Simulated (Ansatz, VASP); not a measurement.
Two plane-wave programs on Al

```
Al
1.0
    -1.65954    1.65954    1.65954
     1.65954   -1.65954    1.65954
     1.65954    1.65954   -1.65954
Al
1
Cartesian
  0.0000 0.0000 0.0000
```

Alike in both runs: task single point; functional PBE; k mesh 22 × 22 × 22; occupations gaussian, width 0.15 eV; no spin polarisation.

|  | VASP | Ansatz |
| --- | --- | --- |
| version | VASP 6.6.1 | Ansatz 0.2.0 |
| potentials or method | VASP PAW PBE potentials, release 64 (Al) | scalar-relativistic, plane waves, PAW |
| plane-wave cutoff (eV) | 520 | 420 |
| valence electrons in the cell | 3 | 3 |

|  | VASP | Ansatz | Ansatz less VASP |
| --- | --- | --- | --- |
| gap on the k mesh at the Fermi level (eV) | none | none | - |
| pressure (GPa) | -4.5 | -4.5 | +0.02 |

A gap of «none» marks a metal or a gap that the smearing closes. The functional is the same, so the differences come from potentials, cutoffs and numerics.
